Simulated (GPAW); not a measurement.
# Zn: single point with LDA

Zn:

```
Zn
1.0
    -1.56904    1.56904    1.56904
     1.56904   -1.56904    1.56904
     1.56904    1.56904   -1.56904
Zn
1
Cartesian
  0.0000 0.0000 0.0000
```

This isn't the form of Zn at room conditions, which is hcp.

| Item | Value |
| --- | --- |
| Program | GPAW 26.7.0 |
| Task | single point |
| Functional | LDA |
| Potentials or basis | the program's PAW data sets (release 1.2.1) made for this functional |
| Cutoff | 450 eV |
| Basis | pw |
| k mesh | 10 × 10 × 10 |
| Occupations | fermi-dirac, width 0.05 eV |
| Spin | no spin polarisation |

```yaml
Pressure: -9.8 GPa
Band_gap_on_the_k_mesh: none (metal or under the smearing width)
```

Levels at points of the mesh, in eV from the Fermi level:
```tsv
k point	band 4	band 5	band 6	band 7	band 8	band 9
(0.00, 0.00, 0.00)	-7.93	-7.43	-7.43	18.55	18.55	18.55
(0.50, 0.50, 0.00)	-7.40	-7.09	-2.77	-1.22	10.94	12.42
(0.50, 0.50, 0.50)	-7.18	-7.18	3.95	3.95	3.95	7.07
```

It took 5.9 s on 1 thread of Arm Neoverse V1 (shared host), peak memory 0.12 GiB.

Caveat: the cutoff is short for stress and forces, so pressures can be off by a GPa or more.
